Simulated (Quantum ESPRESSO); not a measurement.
Crystal: WC.

```xyz
2
Lattice="0.0000 2.1927 2.1927 2.1927 0.0000 2.1927 2.1927 2.1927 0.0000" Properties=species:S:1:pos:R:3 pbc="T T T"
W     0.0000    0.0000    0.0000
C     2.1927    2.1927    2.1927
```

Measurements of this composition are mostly on another form, of space group No. 187.

Base run:

```yaml
Program: Quantum ESPRESSO 7.5
Functional: PBEsol
Potentials_or_basis: GBRV 1.5 PBEsol
Cutoff: 762 eV
Density_cutoff: 6095 eV
k_mesh: 10 × 10 × 10
Occupations: fermi-dirac, width 0.05 eV
Spin: no spin polarisation
```

Its results: band gap on the k mesh none (metal or under the smearing width); pressure -9.5 GPa.

Question: After a change of settings the same cell gave: band gap on the k mesh none (metal or under the smearing width); pressure -8.1 GPa. Which change was it?
A. hubbard terms from none to W d U = 2 eV
B. potentials or basis from GBRV 1.5 PBEsol to PseudoDojo 0.4 FR PBEsol standard; cutoff from 762 eV to 1116 eV; density cutoff from 6095 eV to 4463 eV; spin from no spin polarisation to spin-orbit coupling, no magnetisation; hubbard projectors from ortho-atomic to none
C. potentials or basis from GBRV 1.5 PBEsol to PseudoDojo 0.4.1 SR PBEsol standard; cutoff from 762 eV to 1116 eV; density cutoff from 6095 eV to 4463 eV; hubbard projectors from ortho-atomic to none
D. hubbard terms from none to W d U = 6 eV

Answer: D.

Caveats: U without spin polarisation on a metal has little footing (some runs); the U is typed as a test and isn't derived for this compound (some runs).

Not every run made on this cell is shown here.
